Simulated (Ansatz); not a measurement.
# InP (F-43m) in Ansatz: reference runs

Reference runs on InP: the cell as given and a disturbed copy.

Everything below comes from runs of Ansatz 0.2.0. Logs are shortened: lines on timing, memory, paths and dates and some standing lists are left out, and cuts for length are marked.

**Measured values to compare with.**

A printed reference work, data compilation reports, for a bulk crystal of InP at 1.6 K: band gap 1.4236 eV (direct).

The results are compared with them further down.

### Step 1. The structure

Symmetry: F-43m, No. 216, cubic system. Conventional cell: a = 5.861 Å, b = 5.861 Å, c = 5.861 Å, α = 90.00°, β = 90.00°, γ = 90.00°. In (site symmetry -43m) is surrounded by 4 P at 2.54 Å. P (site symmetry -43m) is surrounded by 4 In at 2.54 Å.

### Step 2. Single point, PBE

input.yaml reads:

```yaml
crystal:
  lattice:
    - [0.0, 2.9305, 2.9305]
    - [2.9305, 0.0, 2.9305]
    - [2.9305, 2.9305, 0.0]
  atoms:
    - { symbol: In, position: [0.0, 0.0, 0.0] }
    - { symbol: P, position: [0.75, 0.75, 0.75] }
hamiltonian:
  xc: pbe
  pseudopotentials: { kind: paw }
kpoints:
  mp_grid: { grid: [8, 8, 8] }
scf:
  occupations: { method: fermi_dirac, width: 0.05 }
output:
  forces: true
  stress: true
  eigenvalues: true
```

Potentials or basis: Ansatz PAW.

The run is started by

```bash
> ansatz run input.yaml --threads 1 --pin off --max-ram 2560MiB --backend cpu --events-out ev --progress --plain --runs-dir out
```

What it wrote:

```text
Warning: RAYON_NUM_THREADS=1 ignored (pool sized by the plan → 1); use --threads N
Engine: ansatz 0.2.0, x86_64-unknown-linux-gnu
Pseudopotentials: kind: paw
Pseudopotential: In, paw, valence charge 13, recommended cutoff 420 eV (normal), In.paw.azcp
Pseudopotential: P, paw, valence charge 5, recommended cutoff 420 eV (normal), P.paw.azcp
Functional definition: PBE
  parameter kappa = 0.804
  parameter beta = 0.06672455060314922
  exchange = pbe_x(kappa = kappa, mu = beta*pi^2/3)
  correlation = pbe_c(beta = beta)
Crystal: 2 atoms, lattice volume = 50.333 Å³
Basis set: ecut = 420 eV, 941 PW (Γ), exchange–correlation on 60×60×60 points (8 copies of the dense FFT grid, shifted against one another)
Bands: 13, of which v1, the nominal top of the filled ones, is band 9 counted from 1 (8 counted from 0)
Symmetry: 24 space group operations
Space group: F-43m (ITA 216), of the structure as read, at distance tolerance 3.7e-5 Å
k-points: 29 of 512 (time reversal used)
Non-local potential: In, projectors of the file, l = 0: 2, l = 1: 2, l = 2: 2, l = 3: 2
Non-local potential: P, projectors of the file, l = 0: 2, l = 1: 2, l = 2: 2
PAW form: soft (Blöchl's): semilocal exchange-correlation on the pseudo side does not see the compensation charge
PAW one-centre angular grid: In, 590 points (default); XC on 64 Gauss nodes
PAW one-centre angular grid: P, 110 points (default); XC on 64 Gauss nodes
Initial density: superposition of atomic densities (neutral atoms: chi_scale 0, normalization atom), corrected by the library's trained network
Initial wavefunctions: pseudopotential atomic-orbital guess
Functional: x = pbe(κ = 0.804, μ = 0.2195149727645171), c = pbe(β = 0.06672455060314922)
SCF iter   1: F=—  HF=-6353.983259 eV  |F-HF|=—  |Δ(HF+E_count)|=         —  Δρ=1.96e-3  dr2=4.08e-3  ethr=1.77e-3  ⟨swp⟩=6.3  Hψ=2532  notcnv=0
preconditioner: auto → none  [insulator: Δε(μ)=0.702 eV  Ē_g=14.748 eV  σ=0.050 eV  W_gap=1.00  n_scr=14 (ndim 8)  ℏωp=22.2 eV  f_vac=0.021  D(μ)=0.00/eV (n_scr^D=0)  ε∞_Penn≈3.3]
SCF iter   2: F=—  HF=-6353.981168 eV  |F-HF|=—  |Δ(HF+E_count)|=   2.09e-3  Δρ=1.21e-3  dr2=7.30e-4  ethr=2.26e-5  ⟨swp⟩=2.0  Hψ=951  notcnv=0
SCF iter   3: F=—  HF=-6353.980962 eV  |F-HF|=—  |Δ(HF+E_count)|=   2.06e-4  Δρ=3.63e-4  dr2=6.63e-5  ethr=4.06e-6  ⟨swp⟩=2.0  Hψ=633  notcnv=0
SCF iter   4: F=—  HF=-6353.981006 eV  |F-HF|=—  |Δ(HF+E_count)|=   4.46e-5  Δρ=1.20e-4  dr2=5.58e-6  ethr=3.68e-7  ⟨swp⟩=2.0  Hψ=645  notcnv=0
SCF iter   5: F=—  HF=-6353.981008 eV  |F-HF|=—  |Δ(HF+E_count)|=   1.73e-6  Δρ=6.48e-5  dr2=1.99e-6  ethr=3.10e-8  ⟨swp⟩=2.0  Hψ=645  notcnv=0
SCF iter   6: F=-6353.981008 eV  HF=-6353.981008 eV  |F-HF|=3.18e-8  |Δ(HF+E_count)|=   4.28e-7  Δρ=1.17e-5  dr2=6.09e-8  ethr=5.56e-10  ⟨swp⟩=5.0  Hψ=2140  notcnv=0
SCF 1 converged in 6 iterations: F = -6353.981008 eV  dr2 = 6.09e-8
SCF converged after 6 iterations
Free energy (F): -6353.981008 eV
Harris-Foulkes:  -6353.981008 eV  (|F-HF|=3.18e-8)
Internal energy: -6353.981003 eV  (E = F + TS)
E sigma→0 (E₀):  -6353.981005 eV
Entropy (-TS):   -0.000005 eV (-0.002 meV/atom)
Fermi energy:    7.385475 eV
--- Per-component energies (eV) ---
  E_band       = -52.082738
  E_kinetic    = 313.783884
  E_local      = -1398.245019  (includes V_loc(G=0)·N_el)
  E_nonlocal   = 401.492565
  E_hartree    = 551.616171
  E_xc         = -276.703359
  E_vxc        = -160.008998  (∫ρ·V_xc dr)
  E_paw        = -4725.216989  (= ΣΔE_a)
  E_vpaw       = -312.344986  (= ΣTr[D̂ρ^β])
  E_aug_tail   = 0.000030  (compensation charges beyond the density's cutoff)
  E_ewald      = -1220.708286
  E_smearing   = -0.000005  (= −TS)
  E_closure    = 0.000000  (closes the sum)
  Σ components = -6353.981008   (vs F -6353.981008, Δ=0.00e0)
--- Forces (eV/Å), atoms counted from 1 ---
  atom   1  In    -0.00000000     0.00000000     0.00000000
  atom   2  P      0.00000000     0.00000000    -0.00000000
  max |Σ_I F_I| component: 1.11e-16 eV/Å
--- Stress (GPa, compression-positive) ---
        3.335948      -0.000000      -0.000000
        0.000000       3.335948       0.000000
       -0.000000       0.000000       3.335948
  P = ⅓ Tr σ = 3.3359 GPa (33.359 kbar)
--- Band table (eV; the first three rows and the last of 29) ---
  k-point 0: bands = ["-7.1903", "-7.1903", "-7.1903", "-7.0381", "-7.0381", "-4.5204", "6.9965", "6.9965", "6.9965", "7.7119", "11.0859", "11.0859", "11.0859"]
  k-point 1: bands = ["-7.2093", "-7.1828", "-7.1828", "-7.0380", "-7.0380", "-4.3418", "5.4593", "6.8105", "6.8105", "8.6538", "11.2396", "11.3627", "11.3627"]
  k-point 2: bands = ["-7.2528", "-7.1670", "-7.1670", "-7.0354", "-7.0354", "-3.8433", "3.5580", "6.4395", "6.4395", "8.7952", "11.7856", "11.7856", "12.3172"]
  k-point 28: bands = ["-7.3425", "-7.1302", "-7.0942", "-7.0586", "-7.0230", "-2.0633", "1.3993", "4.0455", "4.0868", "11.2877", "11.3771", "12.5667", "13.2013"]
```

Wall time 1.6 s (1 thread of Intel Xeon 6975P-C (Granite Rapids), shared host); peak memory 0.42 GiB.

What came out:

| Item | Value |
| --- | --- |
| Free energy | -6353.9810 eV |
| Pressure | 3.3 GPa |
| Band gap on the k mesh | 0.72 eV, direct |

Caveat: spin-orbit coupling is left out, which moves the levels of the heavy elements.

### Step 3. Single point, PBE (atoms moved at random, drawn with an rms of 0.05 Å)

Edit input.yaml of step 2 so:

```diff
@@ -6,4 +6,4 @@
   atoms:
-    - { symbol: In, position: [0.0, 0.0, 0.0] }
-    - { symbol: P, position: [0.75, 0.75, 0.75] }
+    - { symbol: In, position: [0.007649, -0.008311, -0.011907] }
+    - { symbol: P, position: [0.755472, 0.745867, 0.765181] }
 hamiltonian:
```

Potentials or basis: Ansatz PAW.

The run is started by

```bash
> ansatz run input.yaml --threads 1 --pin off --max-ram 2560MiB --backend cpu --events-out ev --progress --plain --runs-dir out
```

What it wrote:

```text
Warning: RAYON_NUM_THREADS=1 ignored (pool sized by the plan → 1); use --threads N
Engine: ansatz 0.2.0, x86_64-unknown-linux-gnu
Pseudopotentials: kind: paw
Pseudopotential: In, paw, valence charge 13, recommended cutoff 420 eV (normal), In.paw.azcp
Pseudopotential: P, paw, valence charge 5, recommended cutoff 420 eV (normal), P.paw.azcp
Functional definition: PBE
  parameter kappa = 0.804
  parameter beta = 0.06672455060314922
  exchange = pbe_x(kappa = kappa, mu = beta*pi^2/3)
  correlation = pbe_c(beta = beta)
Crystal: 2 atoms, lattice volume = 50.333 Å³
Basis set: ecut = 420 eV, 941 PW (Γ), exchange–correlation on 60×60×60 points (8 copies of the dense FFT grid, shifted against one another)
Bands: 13, of which v1, the nominal top of the filled ones, is band 9 counted from 1 (8 counted from 0)
Symmetry: 1 space group operations
Space group: P1 (ITA 1), of the structure as read, at distance tolerance 3.7e-5 Å
k-points: 260 of 512 (time reversal used)
Non-local potential: In, projectors of the file, l = 0: 2, l = 1: 2, l = 2: 2, l = 3: 2
Non-local potential: P, projectors of the file, l = 0: 2, l = 1: 2, l = 2: 2
PAW form: soft (Blöchl's): semilocal exchange-correlation on the pseudo side does not see the compensation charge
PAW one-centre angular grid: In, 590 points (default); XC on 64 Gauss nodes
PAW one-centre angular grid: P, 110 points (default); XC on 64 Gauss nodes
Initial density: superposition of atomic densities (neutral atoms: chi_scale 0, normalization atom), corrected by the library's trained network
Initial wavefunctions: pseudopotential atomic-orbital guess
Functional: x = pbe(κ = 0.804, μ = 0.2195149727645171), c = pbe(β = 0.06672455060314922)
SCF iter   1: F=—  HF=-6353.925307 eV  |F-HF|=—  |Δ(HF+E_count)|=         —  Δρ=1.93e-3  dr2=3.94e-3  ethr=1.77e-3  ⟨swp⟩=6.4  Hψ=23072  notcnv=0
preconditioner: auto → none  [insulator: Δε(μ)=0.520 eV  Ē_g=14.757 eV  σ=0.050 eV  W_gap=0.99  n_scr=14 (ndim 8)  ℏωp=22.2 eV  f_vac=0.019  D(μ)=0.00/eV (n_scr^D=0)  ε∞_Penn≈3.3]
SCF iter   2: F=—  HF=-6353.923137 eV  |F-HF|=—  |Δ(HF+E_count)|=   2.17e-3  Δρ=1.21e-3  dr2=7.34e-4  ethr=2.19e-5  ⟨swp⟩=2.0  Hψ=8442  notcnv=0
SCF iter   3: F=—  HF=-6353.922925 eV  |F-HF|=—  |Δ(HF+E_count)|=   2.12e-4  Δρ=3.64e-4  dr2=6.69e-5  ethr=4.08e-6  ⟨swp⟩=2.0  Hψ=5705  notcnv=0
SCF iter   4: F=—  HF=-6353.922962 eV  |F-HF|=—  |Δ(HF+E_count)|=   3.65e-5  Δρ=1.24e-4  dr2=5.80e-6  ethr=3.71e-7  ⟨swp⟩=2.0  Hψ=5747  notcnv=0
SCF iter   5: F=—  HF=-6353.922963 eV  |F-HF|=—  |Δ(HF+E_count)|=   9.29e-7  Δρ=5.28e-5  dr2=1.50e-6  ethr=3.22e-8  ⟨swp⟩=2.0  Hψ=5810  notcnv=0
SCF iter   6: F=-6353.922963 eV  HF=-6353.922963 eV  |F-HF|=5.36e-9  |Δ(HF+E_count)|=   1.15e-7  Δρ=8.31e-6  dr2=4.05e-8  ethr=5.56e-10  ⟨swp⟩=4.9  Hψ=18345  notcnv=0
SCF 1 converged in 6 iterations: F = -6353.922963 eV  dr2 = 4.05e-8
SCF converged after 6 iterations
Free energy (F): -6353.922963 eV
Harris-Foulkes:  -6353.922963 eV  (|F-HF|=5.36e-9)
Internal energy: -6353.922949 eV  (E = F + TS)
E sigma→0 (E₀):  -6353.922956 eV
Entropy (-TS):   -0.000013 eV (-0.007 meV/atom)
Fermi energy:    7.452802 eV
--- Per-component energies (eV) ---
  E_band       = -52.327479
  E_kinetic    = 313.862966
  E_local      = -1399.054487  (includes V_loc(G=0)·N_el)
  E_nonlocal   = 401.512843
  E_hartree    = 551.844336
  E_xc         = -276.743292
  E_vxc        = -160.056925  (∫ρ·V_xc dr)
  E_paw        = -4725.182963  (= ΣΔE_a)
  E_vpaw       = -312.285290  (= ΣTr[D̂ρ^β])
  E_aug_tail   = 0.000029  (compensation charges beyond the density's cutoff)
  E_ewald      = -1220.162381
  E_smearing   = -0.000013  (= −TS)
  E_closure    = -0.000000  (closes the sum)
  Σ components = -6353.922963   (vs F -6353.922963, Δ=0.00e0)
--- Forces (eV/Å), atoms counted from 1 ---
  atom   1  In     0.77126718     0.62488866     0.22241694
  atom   2  P     -0.77128627    -0.62490341    -0.22241172
  max |Σ_I F_I| component: 1.91e-5 eV/Å
--- Stress (GPa, compression-positive) ---
        3.543972       0.635153       2.111697
        0.635153       3.662495       2.622046
        2.111697       2.622046       3.874451
  P = ⅓ Tr σ = 3.6936 GPa (36.936 kbar)
--- Band table (eV; the first three rows and the last of 260) ---
  k-point 0: bands = ["-7.2579", "-7.2098", "-7.1893", "-7.0593", "-7.0587", "-4.5131", "6.7548", "7.0193", "7.1806", "7.7167", "10.9980", "11.0585", "11.2591"]
  k-point 1: bands = ["-7.2587", "-7.2070", "-7.1982", "-7.0591", "-7.0577", "-4.3392", "5.6181", "6.6043", "6.8617", "8.6122", "11.1812", "11.2736", "11.5263"]
  k-point 2: bands = ["-7.2815", "-7.2084", "-7.1916", "-7.0565", "-7.0530", "-3.8578", "3.7557", "6.2603", "6.5398", "8.6634", "11.5510", "11.9021", "12.3238"]
  k-point 259: bands = ["-7.3619", "-7.1564", "-7.1458", "-7.0509", "-7.0471", "-2.7091", "0.9673", "5.9010", "6.1528", "8.6802", "11.7259", "12.1110", "14.1722"]
```

It took 8.1 s on 1 thread of Intel Xeon 6975P-C (Granite Rapids), shared host; peak memory 0.59 GiB.

What came out:

```yaml
Free_energy: -6353.9230 eV
Pressure: 3.7 GPa
Largest_force: 1.017 eV/Å
Band_gap_on_the_k_mesh: 0.54 eV, direct
```

Forces in eV/Å, atoms in the order of the input:
```
In   0.771  0.625  0.222
P   -0.771 -0.625 -0.222
```

Caveat: spin-orbit coupling is left out, which moves the levels of the heavy elements.

### Step 4. Against experiment

Step 2. A measured gap of InP is 1.4236 eV (direct; 1.6 K; a printed reference work, data compilation); the calculated 0.72 eV misses it by -0.71 eV. Spin-orbit coupling on In is left out. The value is that of PBE, without temperature or zero-point motion. Semilocal functionals fall short of measured gaps as a rule.
